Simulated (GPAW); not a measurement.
# SnTe (Fm-3m) in GPAW: single point with PBE

Aim: the single point of SnTe with PBE.

All numbers are computed with GPAW 26.7.0; they aren't measurements. Logs are shortened: lines on timing, memory, paths and dates and some standing lists are left out, and cuts for length are marked. The log counts tension as positive stress, the text compression.

**Experimental background.**

A printed reference work, textbook reports, for a bulk crystal of SnTe at 300 K: band gap 0.18 eV (direct).

The runs below are set against these values where they give the same quantity.

### Step 1. The crystal as given

It takes space group Fm-3m (No. 225, cubic). The conventional cell has a = 6.302 Å, b = 6.302 Å, c = 6.302 Å, α = 90.00°, β = 90.00°, γ = 90.00°. Te (site symmetry m-3m) is surrounded by 6 Sn at 3.15 Å. Sn (site symmetry m-3m) has 6 Te at 3.15 Å as nearest neighbours.

### Step 2. Single point, PBE

Contents of run.py:

```python
from ase import Atoms
from ase.dft.bandgap import bandgap
from ase.io import write
from ase.units import GPa
from gpaw import GPAW, PW

atoms = Atoms(['Te', 'Sn'],
              cell=[[0.0, 3.15085, 3.15085],
                    [3.15085, 0.0, 3.15085],
                    [3.15085, 3.15085, 0.0]],
              scaled_positions=[[0.5, 0.5, 0.5],
                                [0.0, 0.0, 0.0]],
              pbc=True)

calc = GPAW(mode=PW(450),
            xc='PBE',
            kpts={'size': (6, 6, 6), 'gamma': True},
            occupations={'name': 'fermi-dirac', 'width': 0.05},
            nbands=19,
            maxiter=120,
            txt='gpaw.txt')
atoms.calc = calc
energy = atoms.get_potential_energy()
forces = atoms.get_forces()
stress = atoms.get_stress()
calc.write('gs.gpw')
write('result.traj', atoms)
print(f'Energy: {energy:.6f} eV')
print('Forces (eV/A):')
print(forces.round(4))
print('Stress (GPa):', (stress / GPa).round(3))
print('Fermi level:', round(calc.get_fermi_level(), 4), 'eV')
print(f'Gap: {bandgap(calc)[0]:.4f} eV, direct: {bandgap(calc, direct=True)[0]:.4f} eV')
```

Potentials or basis: GPAW PAW data sets (gpaw-data 1.2.1), pw.

Started as:

```sh
$ OMP_NUM_THREADS=1 python run.py
```

gpaw.txt:

```text
__  _  _
 | _ |_)|_||  |
 |__||  | ||/\| - 26.7.0

Input parameters:
  mode=PW(ecut=450.00000000000006),
  kpts=MonkhorstPack(size=(6, 6, 6), gamma=True),
  maxiter=120,
  nbands=19,
  occupations=Occupations(name='fermi-dirac', width=0.05),
  xc=XC(name='PBE')

Diagonalizing LCAO Hamiltonian
Converting LCAO to pw mode

                 Te

       Sn

Atoms  # Å, Bohr magnetons
|   | symbol |        x |        y |        z |    initial magnetic moments |
|---|--------|----------|----------|----------|-----------------------------|
| 0 |     Te | 3.150850 | 3.150850 | 3.150850 | ( 0.0000,  0.0000,  0.0000) |
| 1 |     Sn | 0.000000 | 0.000000 | 0.000000 | ( 0.0000,  0.0000,  0.0000) |

Unit cell  # Å
| periodic |        x |        y |        z |  lengths |    angles |
|----------|----------|----------|----------|----------|-----------|
|      yes | 0.000000 | 3.150850 | 3.150850 | 4.455975 | 60.000000 |
|      yes | 3.150850 | 0.000000 | 3.150850 | 4.455975 | 60.000000 |
|      yes | 3.150850 | 3.150850 | 0.000000 | 4.455975 | 60.000000 |

Number of symmetries: 48
Symmetry operations  # r_c * U_cc + t_c -> r_c
|    | kind |            matrix            |
|----|------|------------------------------|
|  0 |  σ   |  1, 0, 0,  1, 0,-1,  1,-1, 0 |
|  1 |  C2  |  1, 0, 0,  1,-1, 0,  1, 0,-1 |
|  2 |  E   |  1, 0, 0,  0, 1, 0,  0, 0, 1 |
|  3 |  σ   |  1, 0, 0,  0, 0, 1,  0, 1, 0 |
|  4 |  C4  |  1, 0,-1,  1, 0, 0,  1,-1, 0 |
|  5 |  S6  |  1, 0,-1,  1,-1, 0,  1, 0, 0 |
|  6 |  σ   |  1, 0,-1,  0, 1,-1,  0, 0,-1 |
|  7 |  C3  |  1, 0,-1,  0, 0,-1,  0, 1,-1 |
|  8 |  S6  |  1,-1, 0,  1, 0, 0,  1, 0,-1 |
|  9 |  C4  |  1,-1, 0,  1, 0,-1,  1, 0, 0 |
| 10 |  C3  |  1,-1, 0,  0,-1, 1,  0,-1, 0 |
| 11 |  σ   |  1,-1, 0,  0,-1, 0,  0,-1, 1 |
| 12 |  σ   |  0, 1, 0,  1, 0, 0,  0, 0, 1 |
| 13 |  C4  |  0, 1, 0,  0, 1,-1, -1, 1, 0 |
| 14 |  C3  |  0, 1, 0,  0, 0, 1,  1, 0, 0 |
| 15 |  S6  |  0, 1, 0, -1, 1, 0,  0, 1,-1 |
| 16 |  C2  |  0, 1,-1,  1, 0,-1,  0, 0,-1 |
| 17 |  σ   |  0, 1,-1,  0, 1, 0, -1, 1, 0 |
| 18 |  S4  |  0, 1,-1,  0, 0,-1,  1, 0,-1 |
| 19 |  C4  |  0, 1,-1, -1, 1, 0,  0, 1, 0 |
| 20 |  C3  |  0, 0, 1,  1, 0, 0,  0, 1, 0 |
| 21 |  σ   |  0, 0, 1,  0, 1, 0,  1, 0, 0 |
| 22 |  S6  |  0, 0, 1,  0,-1, 1, -1, 0, 1 |
| 23 |  C4  |  0, 0, 1, -1, 0, 1,  0,-1, 1 |
| 24 |  S4  |  0, 0,-1,  1, 0,-1,  0, 1,-1 |
| 25 |  C3  |  0, 0,-1,  0, 1,-1,  1, 0,-1 |
| 26 |  C2  |  0, 0,-1,  0,-1, 0, -1, 0, 0 |
| 27 |  S6  |  0, 0,-1, -1, 0, 0,  0,-1, 0 |
| 28 |  S4  |  0,-1, 1,  1,-1, 0,  0,-1, 0 |
| 29 |  C4  |  0,-1, 1,  0, 0, 1, -1, 0, 1 |
| 30 |  C2  |  0,-1, 1,  0,-1, 0,  1,-1, 0 |
| 31 |  σ   |  0,-1, 1, -1, 0, 1,  0, 0, 1 |
| 32 |  C3  |  0,-1, 0,  1,-1, 0,  0,-1, 1 |
| 33 |  S6  |  0,-1, 0,  0, 0,-1, -1, 0, 0 |
| 34 |  S4  |  0,-1, 0,  0,-1, 1,  1,-1, 0 |
| 35 |  C2  |  0,-1, 0, -1, 0, 0,  0, 0,-1 |
| 36 |  C2  | -1, 1, 0,  0, 1, 0,  0, 1,-1 |
| 37 |  S6  | -1, 1, 0,  0, 1,-1,  0, 1, 0 |
| 38 |  S4  | -1, 1, 0, -1, 0, 1, -1, 0, 0 |
| 39 |  C3  | -1, 1, 0, -1, 0, 0, -1, 0, 1 |
| 40 |  S6  | -1, 0, 1,  0, 0, 1,  0,-1, 1 |
| 41 |  C2  | -1, 0, 1,  0,-1, 1,  0, 0, 1 |
| 42 |  C3  | -1, 0, 1, -1, 1, 0, -1, 0, 0 |
| 43 |  S4  | -1, 0, 1, -1, 0, 0, -1, 1, 0 |
| 44 |  C2  | -1, 0, 0,  0, 0,-1,  0,-1, 0 |
| 45 |  i   | -1, 0, 0,  0,-1, 0,  0, 0,-1 |
| 46 |  σ   | -1, 0, 0, -1, 1, 0, -1, 0, 1 |
| 47 |  C2  | -1, 0, 0, -1, 0, 1, -1, 1, 0 |

BZ-sampling:
  Number of BZ points: 216
  Number of IBZ points: 16

  Monkhorst-Pack size: [6, 6, 6]
  Monkhorst-Pack shift: [0.08333333333333333, 0.08333333333333333, 0.08333333333333333]

K-points  # in reciprocal-cell coordinates
|     |                                coordinates |     weight |
|-----|--------------------------------------------|------------|
|   0 | (  0.00000000,   0.00000000,   0.00000000) | 0.00462963 |
|   1 | (  0.16666667,   0.16666667,   0.00000000) | 0.02777778 |
|   2 | (  0.16666667,   0.16666667,   0.16666667) | 0.03703704 |
|   3 | (  0.33333333,   0.16666667,   0.16666667) | 0.05555556 |
|   4 | (  0.33333333,   0.33333333,  -0.33333333) | 0.05555556 |
|   5 | (  0.33333333,   0.33333333,   0.00000000) | 0.02777778 |
|   6 | (  0.33333333,   0.33333333,   0.16666667) | 0.11111111 |
|   7 | (  0.33333333,   0.33333333,   0.33333333) | 0.03703704 |
|   8 | (  0.50000000,   0.33333333,  -0.33333333) | 0.11111111 |
|   9 | (  0.50000000,   0.33333333,  -0.16666667) | 0.05555556 |
| ... |                                            |            |
|  15 | (  0.50000000,   0.50000000,   0.50000000) | 0.01851852 |

Plane wave coefficients: 1380
Cutoff: 450.00000000000006 eV

Spin-components: 1 (collinear spins)
Bands:           19
Projectors:      11
Spin-degeneracy: 2
Datatype:        complex128

Parallelization:
  kpt:    1
  domain: 1
  band:   1

Density:
  Valence electrons: 20.0
  Components: 1
  Grid points: [24 24 24]
  Charge: 0.0  # |e|

Potential:
  Grid points: [24 24 24]

species:
  Te:
    name:    Tellurium
    Z:       52.0
    valence: 6
    core:    46
    charge:  0.0  # [|e|]
    compensation charges:
      type: gauss
      rc: 0.36  # [Å]
      lmax: 2
    cutoffs:
      filter: 2.09  # [Å]
      core: 3.17  # [Å]
    projectors
    | kind |    occ | energy [eV] | rcut [Å] |
    |------|--------|-------------|----------|
    |   5s |  2.000 |     -15.089 |    1.180 |
    |   5p |  4.000 |      -5.955 |    1.196 |
    |    s |        |      12.123 |    1.180 |
    |    p |        |      21.256 |    1.196 |
    |    d |        |       0.000 |    1.238 |

    Using partial waves for Te as LCAO basis

  Sn:
    name:    Tin
    Z:       50.0
    valence: 14
    core:    36
    charge:  0.0  # [|e|]
    compensation charges:
      type: gauss
      rc: 0.38  # [Å]
      lmax: 2
    cutoffs:
      filter: 2.23  # [Å]
      core: 2.35  # [Å]
    projectors
    | kind |    occ | energy [eV] | rcut [Å] |
    |------|--------|-------------|----------|
    |   5s |  2.000 |     -10.538 |    1.201 |
    |   5p |  2.000 |      -3.696 |    1.270 |
    |   4d | 10.000 |     -25.845 |    1.185 |
    |    s |        |      16.674 |    1.201 |
    |    p |        |      23.515 |    1.270 |
    |    d |        |       1.367 |    1.185 |

    Using partial waves for Sn as LCAO basis

Reference energy: -352801.376741  # eV

eigensolver:
  PPCG
  Converge bands: occupied
  niter=2

density mixing:
  MSR1-Mixer
  Pratt-step length: 0.05
  Maximum mixing coefficient: 0.75
  Old densities: 10
  SVD Regularization: 0.005
  Good broyden scale: 1.0
  Trust region scale: 1.0
  Backstep threshold: 4.0
  History deletion threshold: 6.0
  Fourier metric: weight=20.0, sigma=0.015

occupation numbers:
  Fermi-Dirac:
    width: 0.0500  # eV

poisson solver:
  ecut: 3600.0000000000005  # eV

xc functional:
  name: PBE with 2 nearest neighbor stencil

convergence criteria:
- Maximum [total energy] change in last 3 cyles: 0.0005 eV / valence electron
- Maximum integral of absolute [dens]ity change: 0.0001 electrons / valence electron
- Maximum integral of absolute [eigenst]ate change: 4e-08 eV^2 / valence electron
maximum number of iterations: 120

SCF iterations
|iter     | |      energy | eigst |  dens |
|---------|-|-------------|-------|-------|
|iter:   1| |   -7.805248 | -0.19 |       |
|iter:   2| |   -7.798922 | -2.34 | -1.48 |
|iter:   3| |   -7.768024 | -2.72 | -1.52 |
|iter:   4| |   -7.769308 | -4.18 | -2.11 |
|iter:   5| |   -7.769523c| -4.81 | -2.61 |
|iter:   6| |   -7.769532c| -6.25 | -3.32 |
|iter:   7| |   -7.769533c| -7.58c| -4.17c|

Converged in 7 steps
Energy contributions relative to reference atoms: (reference = -352801.376741)

Energy contributions:
  Kinetic:          15.261312
  Coulomb:         -15.306884
  Zero:              0.185958
  External:          0.000000
  Xc:               -7.908823
  Entropy:          -0.002192
  Spinorbit:         0.000000
  ----------------------------
  Free energy:      -7.770629
  Extrapolated:     -7.769533

dipole moment: (-21.374850, -21.374850, -21.374850)  # |e|*Ang

Fermi level: 6.521
Eigenvalues  # (at kpt = [0.000, 0.000, 0.000])
| band index |      eig [eV] | occ [0-2] |
|------------|---------------|-----------|
|          0 |       -15.434 |     2.000 |
|        ... |               |           |
|          2 |       -15.427 |     2.000 |
|          3 |       -15.427 |     2.000 |
|          4 |       -15.427 |     2.000 |
|          5 |        -6.329 |     2.000 |
|          6 |         1.800 |     2.000 |
|          7 |         4.307 |     2.000 |
|          8 |         4.307 |     2.000 |
|          9 |         4.307 |     2.000 |
|         10 |         9.803 |     0.000 |
|         11 |         9.803 |     0.000 |
|         12 |         9.803 |     0.000 |
|         13 |        11.238 |     0.000 |
|         14 |        11.238 |     0.000 |
|         15 |        11.238 |     0.000 |
|         16 |        13.297 |     0.000 |
|         17 |        13.377 |     0.000 |
|         18 |        13.377 |     0.000 |

Gap: 0.106 eV
Transition (v -> c):
  (s=0, k=15, n=9, [0.50, 0.50, 0.50]) -> (s=0, k=15, n=10, [0.50, 0.50, 0.50])
No difference between direct/indirect transitions

Forces  # eV/Ang
|        x |        y |        z |
|----------|----------|----------|
| -0.00000 | -0.00000 |  0.00000 |  # Te   0
|  0.00000 |  0.00000 | -0.00000 |  # Sn   1

Stress tensor  # eV/Ang^3
|         x |         y |         z |
|-----------|-----------|-----------|
| -0.007574 | -0.000000 |  0.000000 |
| -0.000000 | -0.007574 |  0.000000 |
|  0.000000 |  0.000000 | -0.007574 |

# Writing to gs.gpw (mode='')
```

Run time: 7.3 s. Hardware: 1 thread of Arm Neoverse V2, shared host; peak memory 0.15 GiB.

Results:

```yaml
Free_energy: -7.7706 eV
Pressure: 1.2 GPa
Band_gap_on_the_k_mesh: 0.11 eV, direct
```

Levels at points of the mesh, in eV from the valence-band top:
| k point | band 6 | band 7 | band 8 | band 9 | band 10 | band 11 | band 12 | band 13 | band 14 | band 15 |
| --- | --- | --- | --- | --- | --- | --- | --- | --- | --- | --- |
| (0.00, 0.00, 0.00) | -12.80 | -4.67 | -2.16 | -2.16 | -2.16 | 3.33 | 3.33 | 3.33 | 4.77 | 4.77 |
| (0.50, 0.50, 0.00) | -11.21 | -6.47 | -5.59 | -3.76 | -3.76 | 2.17 | 4.91 | 4.91 | 6.37 | 9.13 |
| (0.50, 0.50, 0.50) | -11.52 | -8.33 | -1.82 | -1.82 | 0.00 | 0.11 | 0.35 | 0.35 | 7.77 | 8.81 |

Caveat: the cutoff is short for stress and forces, so pressures can be off by a GPa or more; spin-orbit coupling is left out, which moves the levels of the heavy elements.

### Step 3. Comparison with measurements

Step 2. Against the measured gap of SnTe, 0.18 eV (direct; 300 K; a printed reference work, textbook), the calculated 0.11 eV is off by -0.07 eV. Spin-orbit coupling on Sn, Te is left out. The value is that of PBE on a finite k mesh, which can miss the band edges, without temperature or zero-point motion. Semilocal functionals fall short of measured gaps as a rule.
